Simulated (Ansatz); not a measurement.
input.yaml (Ansatz)

```yaml
crystal:
  lattice:
    - [0.0, 2.5453601834, 2.5453601834]
    - [2.5453601834, 0.0, 2.5453601834]
    - [2.5453601834, 2.5453601834, 0.0]
  atoms:
    - { symbol: La, position: [0.0, 0.0, 0.0], spin: 1.0 }
hamiltonian:
  xc: mr2scan
  pseudopotentials:
    kind: paw
    azcp:
      La: "pseudopotentials/La.paw.azcp"
basis:
  ecutwfc: 500
  fft_grid_basis: typed
kpoints:
  mp_grid: { grid: [17, 17, 17], shift: [0, 0, 0] }
magnetization:
  spin_polarized: true
scf:
  occupations: { method: fermi_dirac, width: 0.05 }
output:
  stress: true
```

Terminal output

```
Engine: ansatz 0.2.0, aarch64-unknown-linux-gnu
Pseudopotentials: kind: paw
Pseudopotential: La, paw, valence charge 11, recommended cutoff 500 eV (meta_gga) 
Functional definition: m-r2SCAN
  exchange = m_r2scan_x
  correlation = m_r2scan_c
Crystal: 1 atoms, lattice volume = 32.982 Å³
Basis set: ecut = 500 eV, 869 PW (Γ), exchange–correlation on 108×108×108 points (64 copies of the dense FFT grid, shifted against one another)
Bands: 10, of which v1, the nominal top of the filled ones, is band 6 counted from 1 (5 counted from 0)
Symmetry: 48 space group operations
Space group: Fm-3m (ITA 225), of the structure as read, at distance tolerance 3.2e-5 Å
Magnetic group: BNS 225.116 (UNI 1618), of the structure as read, at distance tolerance 3.2e-5 Å
k-points: 165 of 4913
Non-local potential: La, projectors of the file, l = 0: 3, l = 1: 2, l = 2: 2, l = 3: 3
PAW form: soft (Blöchl's): semilocal exchange-correlation on the pseudo side does not see the compensation charge
PAW frozen core: La, regenerated for the run's functional (the file was generated under x = pbe(κ = 0.804, μ = 0.2195149727645171), c = pbe(β = 0.06672455060314922))
PAW one-centre angular grid: La, 974 points (default); XC on 160 Gauss nodes
Initial density: superposition of atomic densities (chi_scale 0.1, normalization cell)
Starting moments: Σ|m| = 1 μB on 1 of 1 site
Initial wavefunctions: pseudopotential atomic-orbital guess
Functional: x = mr2scan, c = mr2scan; τ floored in thin density (d = 2e-4 eV/Å³)
iter 1 solved again at ethr=3.07e-3 eV; its pass at ethr=3.10e-3 eV (dr2=3.38e-1 eV) is discarded
SCF iter   1: F=—  HF=-6264.428781 eV  |F-HF|=—  |Δ(HF+E_count)|=         —  Δρ=2.39e-2 (↑2.39e-2 ↓1.15e-2)  dr2=3.56e-1  dr2_τ=2.53e-3  dr2_m=3.80e-2  M=0.540 μB ∫|m|=0.540 μB  β_m=0.65  ethr=3.07e-3  ⟨swp⟩=1.8  Hψ=23730  notcnv=0
Mixer restart at iter 1: flushing history
SCF iter   2: F=—  HF=-6264.529382 eV  |F-HF|=—  |Δ(HF+E_count)|=   1.01e-1  Δρ=1.40e-2 (↑1.40e-2 ↓9.26e-3)  dr2=1.73e-1  dr2_τ=9.03e-4  dr2_m=6.10e-3  M=0.492 μB ∫|m|=0.492 μB  β_m=0.33  ethr=3.07e-3  ⟨swp⟩=2.8  Hψ=5702  notcnv=0  κ⁻¹=1.0e0(r=1)
SCF iter   3: F=—  HF=-6264.623158 eV  |F-HF|=—  |Δ(HF+E_count)|=         —  Δρ=6.43e-3 (↑1.78e-3 ↓6.43e-3)  dr2=1.15e-2  dr2_τ=3.13e-4  dr2_m=4.50e-3  M=0.252 μB ∫|m|=0.252 μB  β_m=1.00  ethr=1.58e-3  ⟨swp⟩=4.5  Hψ=7994  notcnv=0
Mixer restart at iter 3: flushing history
SCF iter   4: F=—  HF=-6264.635849 eV  |F-HF|=—  |Δ(HF+E_count)|=   1.27e-2  Δρ=2.06e-3 (↑1.51e-3 ↓2.06e-3)  dr2=2.88e-3  dr2_τ=3.78e-5  dr2_m=3.60e-4  M=0.185 μB ∫|m|=0.185 μB  β_m=0.87  ethr=1.04e-4  ⟨swp⟩=3.1  Hψ=6941  notcnv=0  κ⁻¹=1.0e0(r=1)
SCF iter   5: F=—  HF=-6264.639714 eV  |F-HF|=—  |Δ(HF+E_count)|=   3.86e-3  Δρ=1.11e-3 (↑1.11e-3 ↓1.04e-3)  dr2=4.34e-4  dr2_τ=9.10e-6  dr2_m=2.31e-4  M=0.113 μB ∫|m|=0.113 μB  β_m=0.87  ethr=2.62e-5  ⟨swp⟩=2.7  Hψ=6625  notcnv=0  defer=1  κ⁻¹=5.9e-2(r=2)
...
SCF iter  14: F=—  HF=-6264.640695 eV  |F-HF|=—  |Δ(HF+E_count)|=   7.68e-8  Δρ=3.57e-7 (↑3.48e-7 ↓3.57e-7)  dr2=4.92e-13  dr2_τ=2.58e-12  dr2_m=3.73e-11  M=0.000 μB ∫|m|=0.000 μB  β_m=1.00  ethr=1.00e-12  ⟨swp⟩=3.0  Hψ=7132  notcnv=0  defer=2  κ⁻¹=4.3e-8(r=8)
SCF iter  15: F=—  HF=-6264.640695 eV  |F-HF|=—  |Δ(HF+E_count)|=   1.47e-8  Δρ=5.02e-7 (↑4.99e-7 ↓5.02e-7)  dr2=1.85e-13  dr2_τ=4.27e-12  dr2_m=7.56e-11  M=0.000 μB ∫|m|=0.000 μB  β_m=1.00  ethr=1.00e-12  ⟨swp⟩=1.0  Hψ=10248  notcnv=0  κ⁻¹=3.7e-8(r=8)
SCF iter  16: F=-6264.640695 eV  HF=-6264.640695 eV  |F-HF|=9.09e-12  |Δ(HF+E_count)|=   1.06e-9  Δρ=9.16e-8 (↑8.95e-8 ↓9.16e-8)  dr2=1.38e-13  dr2_τ=1.46e-13  dr2_m=2.37e-12  M=0.000 μB ∫|m|=0.000 μB  ethr=1.00e-12  ⟨swp⟩=3.0  Hψ=7838  notcnv=0
SCF 1 converged in 16 iterations: F = -6264.640695 eV  dr2 = 1.38e-13
WARN: the starting moments were not kept: the SCF closed with an absolute magnetisation of 1.9e-5 μB, where they sum to 1 μB in size (1 site). That is at most 0.1 of that sum. Measured as dr2_m measures the in/out step, that magnetisation stands 2.7e-11 eV from none, at or under the dr2_threshold of 1.0e-7 eV: it is no larger than a step whose dr2_m would equal this threshold. The system may hold no moment; this SCF shows only that its start led to no more than that. To try another start: raise the starting moments (crystal.atoms[].spin, magnetization.per_species, magnetization.initial_magnetization, or on a non-collinear deck that types none of these the spinor_matrix: blocks that start its atoms; where the total moment is fixed, keep their sum and leave initial_magnetization as it is; typed ones take the place of any that the run laid by itself, positive ones on a crystal's lanthanoids without a Hubbard term where scf.initial_density.shell_occupations: [] is typed) or, if the notice of its spin-set hold's release reads "site moments contracting" or "site moments show no strong build", lengthen the hold (scf.mixing.spin_hold: { on: { confirm: 4 } }; for m-r²SCAN on two components see the key's manual first). Each may lead to a state that holds a moment. A second SCF, from the converged charge density, with the starting moments and any scf.initial_density.shell_occupations laid on it anew, would have followed, and was not run: the deck does not ask for one (magnetization.retry_lost_moments is false, the default). To let it run, set magnetization.retry_lost_moments: true and run the deck again, where that key's refused combinations let it; where memory then withholds it, that run's warning says so.
this state was not tested for a lower state beside it, because the mixer in use, unlike msr1, does not test its closes by its own steps (another_mixer; see scf.mixing.algorithm and scf.lower_state_search)
SCF converged after 16 iterations
Magnetization: 0.0000 μB (5.5000 up, 5.5000 down)
Absolute magnetization: 0.0000 μB (∫|ρ↑−ρ↓|, with the PAW one-centre terms)
Spin contamination: 0.0000 ħ² per cell (⟨S²⟩ above its minimum at these occupations)
Per-site moments (μB) at R_I (Å): [(1.1148785834420408e-5, 1.484869193151609)]
Free energy (F): -6264.640695 eV
Harris-Foulkes:  -6264.640695 eV  (|F-HF|=9.09e-12)
Internal energy: -6264.626992 eV  (E = F + TS)
E sigma→0 (E₀):  -6264.633844 eV
Entropy (-TS):   -0.013703 eV (-13.703 meV/atom)
Fermi energy:    12.731326 eV
--- Per-component energies (eV) ---
  E_band       = -32.029393
  E_kinetic    = 195.234974
  E_local      = -291.825732  (includes V_loc(G=0)·N_el)
  E_nonlocal   = 92.991833
  E_hartree    = 93.343766
  E_xc         = -132.931730
  E_vxc        = -161.869006  (∫ρ·V_xc dr)
  E_paw        = -5436.897950  (= ΣΔE_a)
  E_vpaw       = -61.700498  (= ΣTr[D̂ρ^β])
  E_aug_tail   = 0.000000  (compensation charges beyond the density's cutoff)
  E_vtau       = 8.451502  (kinetic-family band-sum trace: ∫τ·v_τ [+ j·A + Jᵃ·Aᵃ] dr)
  E_ewald      = -784.610667
  E_core_change = 0.068512  (= ΣΔE_core)
  E_smearing   = -0.013703  (= −TS)
  E_closure    = 0.000000  (closes the sum)
  Σ components = -6264.640695   (vs F -6264.640695, Δ=0.00e0)
--- Stress (GPa, compression-positive) ---
        2.919730       0.000000       0.000000
        0.000000       2.919730       0.000000
        0.000000       0.000000       2.919730
  P = ⅓ Tr σ = 2.9197 GPa (29.197 kbar)
```
